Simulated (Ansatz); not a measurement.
Runs of Ansatz 0.2.0 on Cu. The structure is cubic, space group Fm-3m (No. 225). The conventional cell has a = 3.615 Å, b = 3.615 Å, c = 3.615 Å, α = 90.00°, β = 90.00°, γ = 90.00°. Cu (site symmetry m-3m) is surrounded by 12 Cu at 2.56 Å. 

```tsv
task	level	cell	k mesh	smearing	points for each segment of the path	atoms under strain	q mesh	mesh quality	gap on the mesh (eV)	pressure (GPa)	relaxed volume (Å³/atom)
band structure	HSE06	as given	7 × 7 × 7	fermi-dirac 0.05 eV	4	-	-	coarse	none	1.6	-
single point	B3LYP	as given	7 × 7 × 7	fermi-dirac 0.05 eV	-	-	-	coarse	none	7.8	-
relaxation of cell and atoms	PBEsol0	relaxed	7 × 7 × 7	fermi-dirac 0.05 eV	-	-	-	coarse	none	0.0	11.44
relaxation of cell and atoms	BLYP+D3(BJ)	relaxed	13 × 13 × 13	fermi-dirac 0.05 eV	-	-	-	not flagged	-	0.0	(b)
relaxation of cell and atoms	revPBE+D4	relaxed	13 × 13 × 13	fermi-dirac 0.05 eV	-	-	-	not flagged	-	0.0	11.22
relaxation of cell and atoms	BLYP+D4	relaxed	13 × 13 × 13	fermi-dirac 0.05 eV	-	-	-	not flagged	-	0.0	11.43
relaxation of cell and atoms	RPBE+D4	relaxed	13 × 13 × 13	fermi-dirac 0.05 eV	-	-	-	not flagged	none	0.0	11.21
relaxation of cell and atoms	revPBE+D3(BJ)	relaxed	13 × 13 × 13	fermi-dirac 0.05 eV	-	-	-	not flagged	none	0.0	10.99
elastic constants	LDA	as given	10 × 10 × 10	fermi-dirac 0.05 eV	-	relaxed	-	not flagged	none	-12.4	-
single point	PBE	as given	13 × 13 × 13	gaussian 0.028 eV	-	-	-	not flagged	none	1.7	-
relaxation of cell and atoms	B3LYP	relaxed	7 × 7 × 7	fermi-dirac 0.05 eV	-	-	-	coarse	none	0.0	(a)
phonons	LDA	as given	10 × 10 × 10	fermi-dirac 0.05 eV	8	-	2 × 2 × 2	not flagged	none	-	-
```

Alike in all rows: potentials or basis Ansatz PAW; no spin polarisation; cutoff (eV) 420.

Q: Fill in the values left out.

A: (a) 12.53; (b) 11.12.

Caveats: some runs use coarse meshes; the PAW data sets come from PBE, with cores solved anew for the run's functional, which leaves a small shift of forces and pressure (some runs); the plane-wave basis is chosen anew once the cell has moved, so the energies of steps on either side of that aren't comparable (some runs); the thresholds are loose for stress (some runs); pairwise dispersion overbinds metals, which lowers pressure and volume (some runs); the cell is more than 3 GPa from zero pressure, which shifts response properties (some runs); elastic constants of metals need much finer meshes, so these are rough (some runs).

A gap of «none» marks a metal or a gap under the smearing width.
